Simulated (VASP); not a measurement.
Wanted: the native input for a VASP 6.6.1 run.

| Item | Value |
| --- | --- |
| Task | relaxation of cell and atoms |
| Functional | optB88-vdW |
| Potentials or basis | VASP PAW PBE potentials, release 64 (In_d, Se) |
| Cutoff | 400 eV |
| k mesh | 8 × 8 × 2 |
| Occupations | gaussian, width 0.02 eV |
| Spin | no spin polarisation |
| Further INCAR settings | ALGO = Normal; EDIFF = 1e-07; IBRION = 2; EDIFFG = -0.005; NSW = 60; ISIF = 3 |

The structure of InSe lies in POSCAR:

```
InSe
1.0
    4.0500000000      0.0000000000      0.0000000000
   -2.0250000000      3.5074028853      0.0000000000
    0.0000000000      0.0000000000     16.9300000000
In Se
4 4
Direct
    0.3333333333      0.6666666667      0.1570000000
    0.6666666667      0.3333333333      0.6570000000
    0.3333333333      0.6666666667      0.3430000000
    0.6666666667      0.3333333333      0.8430000000
    0.3333333333      0.6666666667      0.6020000000
    0.6666666667      0.3333333333      0.1020000000
    0.3333333333      0.6666666667      0.8980000000
    0.6666666667      0.3333333333      0.3980000000
```

These files were run (other wordings do the same):

INCAR

```
  PREC = Accurate
  ENCUT = 400
  EDIFF = 1E-7
  ISMEAR = 0
  SIGMA = 0.02
  LREAL = False
  LASPH = True
  NELM = 80
  ALGO = Normal
  ISIF = 3
  LWAVE = False
  LCHARG = False
  GGA = BO
  LUSE_VDW = True
  AGGAC = 0.0
  PARAM1 = 0.1833333333
  PARAM2 = 0.22
  IBRION = 2
  NSW = 60
  EDIFFG = -0.005
```

KPOINTS

```
Automatic mesh
0
Gamma
  8 8 2
```

Potentials or basis: VASP PAW PBE potentials, release 64 (In_d, Se).

The run is started by

```console
$ cat potpaw_PBE.64/In_d/POTCAR potpaw_PBE.64/Se/POTCAR > POTCAR
$ mpirun -np 1 vasp_std > vasp.out
```

Results of the run:

The relaxed volume is 30.53 Å³/atom. The relaxed cell is a = 4.076 Å, b = 4.076 Å, c = 16.976 Å, α = 90.00°, β = 90.00°, γ = 120.00°. The space group after relaxing (to 0.05 Å) is P6_3/mmc (No. 194). The energy gained by relaxing is 252.3 meV/atom. The ionic steps are 23, the pressure after relaxing is 0.0 GPa and the largest force after relaxing is 0.004 eV/Å. The band gap on the k mesh is 0.17 eV, direct.

Caveat: the PAW data sets were made with another functional, which shifts forces and pressure a little; spin-orbit coupling is left out, which moves the levels of the heavy elements.

It took 51 min on 1 thread of Intel(R) Xeon(R) 6975P-C (Granite Rapids), with other jobs on the host, peak memory 0.78 GiB.
